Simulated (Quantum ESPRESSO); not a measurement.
# FeSi2 (Linzhiite) (P4/mmm) in Quantum ESPRESSO: energy-loss spectrum with PBEsol

Aim: the energy-loss spectrum of FeSi2 (Linzhiite) with PBEsol.

All numbers are computed with Quantum ESPRESSO 7.5; they aren't measurements. Logs are shortened: lines on timing, memory, paths and dates and some standing lists are left out, and cuts for length are marked.

### Step 1. The crystal as given

Symmetry: P4/mmm, No. 123, tetragonal system. Conventional cell: a = 2.684 Å, b = 2.684 Å, c = 5.128 Å, α = 90.00°, β = 90.00°, γ = 90.00°. Fe (site symmetry 4/mmm) is surrounded by 8 Si at 2.35 Å and 4 Fe at 2.68 Å. Si (site symmetry 4mm) is surrounded by 4 Fe at 2.35 Å and 5 Si at 2.36 to 2.68 Å.

### Step 2. Energy-loss spectrum, PBEsol

Input file pw.in:

```
&CONTROL
  calculation = 'scf'
  prefix = 'pwscf'
  outdir = './tmp'
  pseudo_dir = './pseudo'
  tprnfor = .true.
  tstress = .true.
  disk_io = 'low'
/
&SYSTEM
  ibrav = 0
  celldm(1) = 8
  nat = 3
  ntyp = 2
  ecutwfc = 56
  ecutrho = 448
  nbnd = 19
  occupations = 'smearing'
  smearing = 'fd'
  degauss = 0.00367493
/
&ELECTRONS
  conv_thr = 6d-10
  electron_maxstep = 120
  mixing_beta = 0.5
/
ATOMIC_SPECIES
Fe    55.8450 fe_pbesol_v1.5.uspp.F.UPF
Si    28.0850 si_pbesol_v1.uspp.F.UPF
CELL_PARAMETERS alat
  0.6340031148119   0.0000000000000   0.0000000000000
  0.0000000000000   0.6340031148119   0.0000000000000
  0.0000000000000   0.0000000000000   1.2113144458851
ATOMIC_POSITIONS crystal
Fe     0.0000000000    0.0000000000    0.0000000000
Si     0.5000000000    0.5000000000    0.7300000000
Si     0.5000000000    0.5000000000    0.2700000000
K_POINTS automatic
8 8 4 1 1 1
```

Input file scf2.in:

```
&CONTROL
  calculation = 'scf'
  prefix = 'pwscf'
  outdir = './tmp'
  pseudo_dir = './pseudo'
  tprnfor = .true.
  tstress = .true.
  disk_io = 'low'
/
&SYSTEM
  ibrav = 0
  celldm(1) = 8
  nat = 3
  ntyp = 2
  ecutwfc = 56
  ecutrho = 448
  nbnd = 19
  occupations = 'smearing'
  smearing = 'fd'
  degauss = 0.00367493
/
&ELECTRONS
  conv_thr = 1d-11
  electron_maxstep = 120
  mixing_beta = 0.5
  startingpot = 'file'
  startingwfc = 'file'
/
ATOMIC_SPECIES
Fe    55.8450 fe_pbesol_v1.5.uspp.F.UPF
Si    28.0850 si_pbesol_v1.uspp.F.UPF
CELL_PARAMETERS alat
  0.6340031148119   0.0000000000000   0.0000000000000
  0.0000000000000   0.6340031148119   0.0000000000000
  0.0000000000000   0.0000000000000   1.2113144458851
ATOMIC_POSITIONS crystal
Fe     0.0000000000    0.0000000000    0.0000000000
Si     0.5000000000    0.5000000000    0.7300000000
Si     0.5000000000    0.5000000000    0.2700000000
K_POINTS automatic
8 8 4 1 1 1
```

Input file eels.in:

```
&LR_INPUT
  prefix = 'pwscf'
  outdir = './tmp'
  restart_step = 5000
  restart = .false.
/
&LR_CONTROL
  calculator = 'lanczos'
  approximation = 'RPA_with_CLFE'
  q1 = 0.1429280631
  q2 = 0.1429280631
  q3 = 0
  itermax = 400
/
```

Input file spectrum.in:

```
&LR_INPUT
  prefix = 'pwscf'
  outdir = './tmp'
  eels = .true.
  itermax0 = 400
  itermax = 20000
  extrapolation = 'osc'
  epsil = 0.05
  units = 1
  start = 0
  end = 40
  increment = 0.2
/
```

Input file spectrum_short.in:

```
&LR_INPUT
  prefix = 'pwscf'
  outdir = './tmp'
  eels = .true.
  itermax0 = 266
  itermax = 20000
  extrapolation = 'osc'
  epsil = 0.05
  units = 1
  start = 0
  end = 40
  increment = 0.2
/
```

Potentials or basis: GBRV 1.5 PBEsol.

The run is started by

```console
OMP_NUM_THREADS=1 pw.x -in pw.in > pw.out
OMP_NUM_THREADS=1 pw.x -in scf2.in > scf2.out
OMP_NUM_THREADS=1 turbo_eels.x -in eels.in > eels.out
OMP_NUM_THREADS=1 turbo_spectrum.x -in spectrum.in > spectrum.out
OMP_NUM_THREADS=1 turbo_spectrum.x -in spectrum_short.in > spectrum_short.out
```

pw.out:

```text
This program is part of the open-source Quantum ESPRESSO suite
     for quantum simulation of materials; please cite
[... 9 lines left out ...]
     --------------------
     sticks:   dense  smooth     PW     G-vecs:    dense   smooth      PW
     Sum         917     457    137                39909    14039    2417

     Using Slab Decomposition

     bravais-lattice index     =            0
     lattice parameter (alat)  =       8.0000  a.u.
     unit-cell volume          =     249.2927 (a.u.)^3
     number of atoms/cell      =            3
     number of atomic types    =            2
     number of electrons       =        24.00
     number of Kohn-Sham states=           19
     kinetic-energy cutoff     =      56.0000  Ry
     charge density cutoff     =     448.0000  Ry
     scf convergence threshold =      6.0E-10
     mixing beta               =       0.5000
     number of iterations used =            8  plain     mixing
     Exchange-correlation= SLA  PW   PSX  PSC
                           (   1   4  10   8   0   0   0)

     celldm(1)=   8.000000  celldm(2)=   0.000000  celldm(3)=   0.000000
     celldm(4)=   0.000000  celldm(5)=   0.000000  celldm(6)=   0.000000

     crystal axes: (cart. coord. in units of alat)
               a(1) = (   0.634003   0.000000   0.000000 )
               a(2) = (   0.000000   0.634003   0.000000 )
               a(3) = (   0.000000   0.000000   1.211314 )

     reciprocal axes: (cart. coord. in units 2 pi/alat)
               b(1) = (  1.577279  0.000000  0.000000 )
               b(2) = (  0.000000  1.577279  0.000000 )
               b(3) = (  0.000000  0.000000  0.825549 )

     PseudoPot. # 1 for Fe read from file:
     fe_pbesol_v1.5.uspp.F.UPF
     Pseudo is Ultrasoft + core correction, Zval = 16.0
     Generated by new atomic code, or converted to UPF format
     Using radial grid of  861 points,  6 beta functions with:
                l(1) =   0
                l(2) =   0
                l(3) =   1
                l(4) =   1
                l(5) =   2
                l(6) =   2
     Q(r) pseudized with  8 coefficients,  rinner =    1.000   1.000   1.000
                                                       1.000   1.000

     PseudoPot. # 2 for Si read from file:
     si_pbesol_v1.uspp.F.UPF
     Pseudo is Ultrasoft + core correction, Zval =  4.0
     Generated by new atomic code, or converted to UPF format
     Using radial grid of  899 points,  6 beta functions with:
                l(1) =   0
                l(2) =   0
                l(3) =   1
                l(4) =   1
                l(5) =   2
                l(6) =   2
     Q(r) pseudized with  8 coefficients,  rinner =    0.900   0.900   0.900
                                                       0.900   0.900

     atomic species   valence    mass     pseudopotential
     Fe               16.00    55.84500     Fe( 1.00)
     Si                4.00    28.08500     Si( 1.00)

     16 Sym. Ops., with inversion, found

   Cartesian axes

     site n.     atom                  positions (alat units)
         1        Fe     tau(   1) = (   0.0000000   0.0000000   0.0000000  )
         2        Si     tau(   2) = (   0.3170016   0.3170016   0.8842595  )
         3        Si     tau(   3) = (   0.3170016   0.3170016   0.3270549  )

     number of k points=    20  Fermi-Dirac smearing, width (Ry)=  0.0037
                       cart. coord. in units 2pi/alat
        k(    1) = (   0.0985800   0.0985800   0.1031937), wk =   0.0625000
        k(    2) = (   0.0985800   0.0985800   0.3095811), wk =   0.0625000
        k(    3) = (   0.0985800   0.2957399   0.1031937), wk =   0.1250000
        k(    4) = (   0.0985800   0.2957399   0.3095811), wk =   0.1250000
        k(    5) = (   0.0985800   0.4928998   0.1031937), wk =   0.1250000
        k(    6) = (   0.0985800   0.4928998   0.3095811), wk =   0.1250000
[... 12 lines left out ...]
        k(   19) = (   0.6900597   0.6900597   0.1031937), wk =   0.0625000
        k(   20) = (   0.6900597   0.6900597   0.3095811), wk =   0.0625000

     Dense  grid:    39909 G-vectors     FFT dimensions: (  36,  36,  72)

     Smooth grid:    14039 G-vectors     FFT dimensions: (  25,  25,  48)

     Check: negative core charge=   -0.000013

     Initial potential from superposition of free atoms

     starting charge      22.9987, renormalised to      24.0000
     Starting wfcs are   21 randomized atomic wfcs

     Self-consistent Calculation

     iteration #  1     ecut=    56.00 Ry     beta= 0.50
     Davidson diagonalization with overlap
     ethr =  1.00E-02,  avg # of iterations =  4.5

     total energy              =    -269.16453321 Ry
     estimated scf accuracy    <       0.69146524 Ry

     iteration #  2     ecut=    56.00 Ry     beta= 0.50
     Davidson diagonalization with overlap
     ethr =  2.88E-03,  avg # of iterations =  2.3

     total energy              =    -268.88891451 Ry
     estimated scf accuracy    <       4.07019350 Ry

     iteration #  3     ecut=    56.00 Ry     beta= 0.50
     Davidson diagonalization with overlap
     ethr =  2.88E-03,  avg # of iterations =  2.0

     total energy              =    -269.39707977 Ry
     estimated scf accuracy    <       0.38427458 Ry

     iteration #  4     ecut=    56.00 Ry     beta= 0.50
     Davidson diagonalization with overlap
     ethr =  1.60E-03,  avg # of iterations =  1.1

     total energy              =    -269.42553746 Ry
     estimated scf accuracy    <       0.00846589 Ry

     iteration #  5     ecut=    56.00 Ry     beta= 0.50
     Davidson diagonalization with overlap
     ethr =  3.53E-05,  avg # of iterations =  4.0

     total energy              =    -269.42699735 Ry
     estimated scf accuracy    <       0.00236021 Ry

     iteration #  6     ecut=    56.00 Ry     beta= 0.50
     Davidson diagonalization with overlap
     ethr =  9.83E-06,  avg # of iterations =  1.3

     total energy              =    -269.42724737 Ry
     estimated scf accuracy    <       0.00001593 Ry

     iteration #  7     ecut=    56.00 Ry     beta= 0.50
     Davidson diagonalization with overlap
     ethr =  6.64E-08,  avg # of iterations =  4.8

     total energy              =    -269.42726802 Ry
     estimated scf accuracy    <       0.00001801 Ry

     iteration #  8     ecut=    56.00 Ry     beta= 0.50
     Davidson diagonalization with overlap
     ethr =  6.64E-08,  avg # of iterations =  1.1

     total energy              =    -269.42726984 Ry
     estimated scf accuracy    <       0.00000019 Ry

     iteration #  9     ecut=    56.00 Ry     beta= 0.50
     Davidson diagonalization with overlap
     ethr =  7.77E-10,  avg # of iterations =  2.9

     total energy              =    -269.42726992 Ry
     estimated scf accuracy    <          3.1E-09 Ry

     iteration # 10     ecut=    56.00 Ry     beta= 0.50
     Davidson diagonalization with overlap
     ethr =  1.29E-11,  avg # of iterations =  3.7

     total energy              =    -269.42726992 Ry
     estimated scf accuracy    <          6.4E-09 Ry

     iteration # 11     ecut=    56.00 Ry     beta= 0.50
     Davidson diagonalization with overlap
     ethr =  1.29E-11,  avg # of iterations =  1.4

     End of self-consistent calculation

          k = 0.0986 0.0986 0.1032 (  1761 PWs)   bands (ev):

   -72.7010 -38.9687 -38.9683 -38.8284   0.3967   4.3319   7.0646  10.4838
    12.3575  12.4265  12.6593  13.2979  17.7865  18.2160  19.7865  20.8514
    22.3858  22.6979  23.5288

          k = 0.0986 0.0986 0.3096 (  1754 PWs)   bands (ev):

   -72.7010 -38.9687 -38.9683 -38.8284   1.0711   2.4764   9.4234  10.5025
    11.8313  12.3775  12.8212  13.3000  17.0374  18.4445  19.0502  19.5708
    20.5761  22.8898  24.0487

          k = 0.0986 0.2957 0.1032 (  1753 PWs)   bands (ev):

   -72.6975 -39.0062 -38.9651 -38.8242   1.0257   4.8318   7.5759  10.3367
    11.8670  12.2811  12.7448  12.8404  15.3157  18.6510  18.7376  20.3544
    21.7686  22.4987  23.5355

          k = 0.0986 0.2957 0.3096 (  1761 PWs)   bands (ev):

   -72.6975 -39.0062 -38.9651 -38.8242   1.6924   3.0407   9.7698  10.4239
    11.3567  12.2036  12.8173  13.0333  16.0483  17.0779  17.4779  19.5598
    20.7624  23.9182  24.3615

          k = 0.0986 0.4929 0.1032 (  1755 PWs)   bands (ev):

   -72.6926 -39.0592 -38.9603 -38.8183   2.2370   5.7370   8.4860   9.0326
    11.0294  11.8607  12.3070  12.8969  14.3349  16.5897  18.7840  19.8296
    21.4706  23.0721  24.0136

          k = 0.0986 0.4929 0.3096 (  1754 PWs)   bands (ev):

   -72.6926 -39.0592 -38.9603 -38.8183   2.8763   4.1142   9.3306  10.0099
    10.7627  11.7201  12.3240  12.8787  14.8918  16.0251  17.7619  20.5274
    21.4599  22.0837  24.3457

          k = 0.0986 0.6901 0.1032 (  1759 PWs)   bands (ev):

   -72.6891 -39.0965 -38.9569 -38.8141   3.8303   6.6679   6.8874   9.5291
    10.1186  11.3792  12.0469  13.0269  14.3239  15.7032  16.9644  20.6420
    22.4428  23.8451  24.8845

          k = 0.0986 0.6901 0.3096 (  1755 PWs)   bands (ev):

   -72.6891 -39.0965 -38.9569 -38.8141   4.3777   5.4542   7.4168   8.6823
    10.8169  11.6038  12.0091  12.9433  14.6459  16.2226  18.3034  19.7661
    21.4733  22.9354  23.5600

          k = 0.2957 0.2957 0.1032 (  1765 PWs)   bands (ev):

   -72.6940 -39.0036 -39.0012 -38.8201   1.6386   5.3214   8.0422  10.4754
    11.4501  11.8468  12.5342  13.0283  15.1962  16.6068  18.7665  19.8053
    20.9617  22.4774  22.6285

          k = 0.2957 0.2957 0.3096 (  1760 PWs)   bands (ev):

   -72.6940 -39.0036 -39.0012 -38.8201   2.2945   3.5964  10.0409  10.5700
    11.2648  11.5219  12.3469  13.6376  15.9641  16.8950  17.2623  18.0488
    18.4732  24.9667  25.1008

          k = 0.2957 0.4929 0.1032 (  1766 PWs)   bands (ev):

   -72.6891 -39.0549 -38.9971 -38.8143   2.8132   6.2069   8.7597   9.5530
    10.7207  11.6743  12.2333  13.2254  14.3675  16.7562  17.1612  19.4687
    20.0284  21.8805  23.5562

          k = 0.2957 0.4929 0.3096 (  1762 PWs)   bands (ev):

   -72.6891 -39.0549 -38.9971 -38.8143   3.4383   4.6444   9.6223  10.2461
    10.6349  11.5419  12.2237  13.1865  15.0903  16.1867  17.2821  18.6264
    19.0660  22.0840  24.5716

          k = 0.2957 0.6901 0.1032 (  1770 PWs)   bands (ev):

   -72.6857 -39.0919 -38.9933 -38.8102   4.3262   7.1582   7.4004   9.6447
     9.9459  11.6999  12.0940  13.4248  14.3689  15.7693  17.3127  17.9735
    20.6295  21.6680  23.4191

          k = 0.2957 0.6901 0.3096 (  1772 PWs)   bands (ev):

   -72.6857 -39.0919 -38.9933 -38.8102   4.8737   5.9076   7.9298   8.9539
    10.8261  11.6778  12.0262  12.8905  14.6402  16.7726  18.0478  19.1356
    19.8605  20.6252  22.5008

          k = 0.4929 0.4929 0.1032 (  1776 PWs)   bands (ev):

   -72.6843 -39.0501 -39.0477 -38.8086   3.8987   7.0411   9.0190  10.0529
    10.4252  10.9833  12.4173  13.8416  13.9929  15.9137  17.4265  17.4634
    20.1250  20.3388  21.2832

          k = 0.4929 0.4929 0.3096 (  1769 PWs)   bands (ev):

   -72.6843 -39.0501 -39.0477 -38.8086   4.4868   5.6205   9.8247   9.8450
    10.6861  11.3256  12.4570  13.4669  14.5677  15.7880  16.7935  17.4929
    19.2923  21.4209  22.9013

          k = 0.4929 0.6901 0.1032 (  1781 PWs)   bands (ev):

   -72.6808 -39.0853 -39.0446 -38.8046   5.2037   7.9061   8.4107   9.6307
     9.8460  11.8042  12.2909  13.9356  14.5554  15.7038  16.3621  17.6102
    18.4619  18.9590  21.3851

          k = 0.4929 0.6901 0.3096 (  1775 PWs)   bands (ev):

   -72.6808 -39.0853 -39.0446 -38.8046   5.7042   6.7555   8.7499   9.3627
    10.7132  11.4174  12.4306  13.1809  14.5002  15.7651  17.2981  18.0782
    19.0531  19.9535  20.6730

          k = 0.6901 0.6901 0.1032 (  1786 PWs)   bands (ev):

   -72.6774 -39.0809 -39.0805 -38.8007   6.0623   8.6959   9.3298   9.4934
    10.0105  11.0242  12.2760  14.1486  15.0675  15.4971  16.4694  16.8596
    17.3341  18.7669  19.0727

          k = 0.6901 0.6901 0.3096 (  1765 PWs)   bands (ev):

   -72.6774 -39.0809 -39.0805 -38.8007   6.3768   7.9485   8.9714  10.1541
    10.5421  10.6559  12.4670  13.9861  14.2420  14.9319  16.6062  16.8342
    18.1701  18.6530  20.7622

     the Fermi energy is    14.0899 ev

!    total energy              =    -269.42726992 Ry
     estimated scf accuracy    <          3.6E-11 Ry
     smearing contrib. (-TS)   =      -0.00049636 Ry
     internal energy E=F+TS    =    -269.42677356 Ry

     The total energy is F=E-TS. E is the sum of the following terms:
     one-electron contribution =    -211.03420948 Ry
     hartree contribution      =     118.19286877 Ry
     xc contribution           =     -37.81233339 Ry
     ewald contribution        =    -138.77309946 Ry

     convergence has been achieved in  11 iterations

     Forces acting on atoms (cartesian axes, Ry/au):

     atom    1 type  1   force =     0.00000000    0.00000000    0.00000000
     atom    2 type  2   force =     0.00000000    0.00000000   -0.01212451
     atom    3 type  2   force =     0.00000000    0.00000000    0.01212451

     Total force =     0.017147     Total SCF correction =     0.000003

     Computing stress (Cartesian axis) and pressure

          total   stress  (Ry/bohr**3)                   (kbar)     P=      -17.26
  -0.00009255   0.00000000   0.00000000          -13.61        0.00        0.00
   0.00000000  -0.00009255   0.00000000            0.00      -13.61        0.00
   0.00000000   0.00000000  -0.00016683            0.00        0.00      -24.54

=------------------------------------------------------------------------------=
   JOB DONE.
=------------------------------------------------------------------------------=
```

Run time: 6.9 min. Hardware: 1 thread of Intel Xeon 6975P-C (Granite Rapids), shared host; peak memory 0.47 GiB.

What came out:

```yaml
Free_energy: -3665.7448 eV
Pressure: -1.7 GPa
Largest_force: 0.312 eV/Å
Band_gap_on_the_k_mesh: none (metal or under the smearing width)
Peak_of_the_energy-loss_function: 22.0 eV
```

Forces in eV/Å, atoms in the order of the input:
```
Fe   0.000  0.000  0.000
Si   0.000  0.000 -0.312
Si   0.000  0.000  0.312
```

Stress tensor (GPa, compression positive):
```
-1.37  0.00  0.00
 0.00 -1.37  0.00
 0.00  0.00 -2.46
```

Levels at points of the mesh, in eV from the Fermi level:
```
           k point  band 10  band 11  band 12  band 13  band 14  band 15
(0.06, 0.06, 0.12)    -1.66    -1.43    -0.79     3.70     4.13     5.70
```

Energy-loss function at q = [0.21213, 0.21213, 0.0] (Å⁻¹, cartesian):
```json
{"energy (eV)": "0.0", "loss": "0.000"}
{"energy (eV)": "1.8", "loss": "0.011"}
{"energy (eV)": "3.4", "loss": "0.039"}
{"energy (eV)": "5.2", "loss": "0.064"}
{"energy (eV)": "7.0", "loss": "0.091"}
{"energy (eV)": "8.6", "loss": "0.130"}
{"energy (eV)": "10.4", "loss": "0.195"}
{"energy (eV)": "12.2", "loss": "0.264"}
{"energy (eV)": "13.8", "loss": "0.339"}
{"energy (eV)": "15.6", "loss": "0.525"}
{"energy (eV)": "17.4", "loss": "0.968"}
{"energy (eV)": "19.0", "loss": "1.689"}
{"energy (eV)": "20.8", "loss": "2.773"}
{"energy (eV)": "22.4", "loss": "3.047"}
{"energy (eV)": "24.2", "loss": "2.041"}
{"energy (eV)": "26.0", "loss": "1.197"}
{"energy (eV)": "27.6", "loss": "0.757"}
{"energy (eV)": "29.4", "loss": "0.487"}
{"energy (eV)": "31.2", "loss": "0.364"}
{"energy (eV)": "32.8", "loss": "0.309"}
{"energy (eV)": "34.6", "loss": "0.253"}
{"energy (eV)": "36.4", "loss": "0.198"}
{"energy (eV)": "38.0", "loss": "0.171"}
{"energy (eV)": "39.8", "loss": "0.165"}
```

Caveat: the wave vector is under the mesh spacing, so the intraband response is poorly sampled. Spin polarisation is off, so any magnetic state and its effect on volume and gap are missing.
